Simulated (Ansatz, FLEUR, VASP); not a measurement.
**CdS: programs and potentials compared**

```
Cd S
1.0
     4.15000    0.00000    0.00000
    -2.07500    3.59401    0.00000
     0.00000    0.00000    6.73700
Cd S
2 2
Cartesian
  2.0750 1.1980 3.3685
  0.0000 2.3960 0.0000
  2.0750 1.1980 5.8949
  0.0000 2.3960 2.5264
```

Alike in all runs: task band structure; functional LDA; k mesh 7 × 7 × 4; occupations fermi-dirac, width 0.05 eV; no spin polarisation; no spin-orbit coupling. LDA stands for any of its common fits. Pressure is positive in compression and, in plane waves, holds the error of the finite cutoff. Gaps are the smaller of the mesh's and the band path's.

| program and potentials | plane-wave cutoff (eV) | notes | band gap (eV) | pressure (GPa) | largest force (eV/Å) |
| --- | --- | --- | --- | --- | --- |
| Ansatz, all-electron LAPW, scalar-relativistic | - | - | 0.91 | -3.10 | 0.061 |
| FLEUR, all-electron, FLAPW | - | - | 0.91 | - | - |
| VASP, LDA PAW files Cd, S, 520 eV | 520 | - | 0.94 | -2.67 | 0.063 |

Force on atom 1 (Cd), eV/Å:

```csv
program and potentials,x,y,z
"Ansatz, all-electron LAPW, scalar-relativistic",0.000,0.000,-0.061
"VASP, LDA PAW files Cd, S, 520 eV",0.000,0.000,-0.063
```

The band gap spans 0.91 (Ansatz, all-electron LAPW, scalar-relativistic) to 0.94 eV (VASP, LDA PAW files Cd, S, 520 eV), with all-electron results at 0.91. The pressure spans -3.10 (Ansatz, all-electron LAPW, scalar-relativistic) to -2.67 GPa (VASP, LDA PAW files Cd, S, 520 eV), with all-electron results at -3.10.

Differences between rows come from potentials, basis sets and numerical settings, since the functional is the same but for its coding. Runs on potential files found faulty are left out.

The three calculations agree closely on the gap, so its large shortfall against the measured gap of wurtzite CdS belongs to the functional rather than to the potentials or basis. LDA lacks the derivative discontinuity of the exact functional, and it also places the Cd 4d shell too high, which strengthens p-d repulsion and pushes the S 3p valence-band top towards the Cd 5s-derived conduction-band edge.

The negative pressures show that both programs reporting them would contract this cell, as expected from LDA overbinding. Contraction would probably widen the gap somewhat, but far too little to restore the measured value.

The forces also agree in direction: Cd is pushed away from the S atom directly above it along the c axis, towards the three basal S neighbours. The axial bond is slightly the shorter one here, so this suggests relaxation towards a larger internal parameter, the usual response of wurtzite to an axial ratio below ideal. The agreement supports the transferability of the PAW potentials at this geometry, not the accuracy of LDA excitation energies.
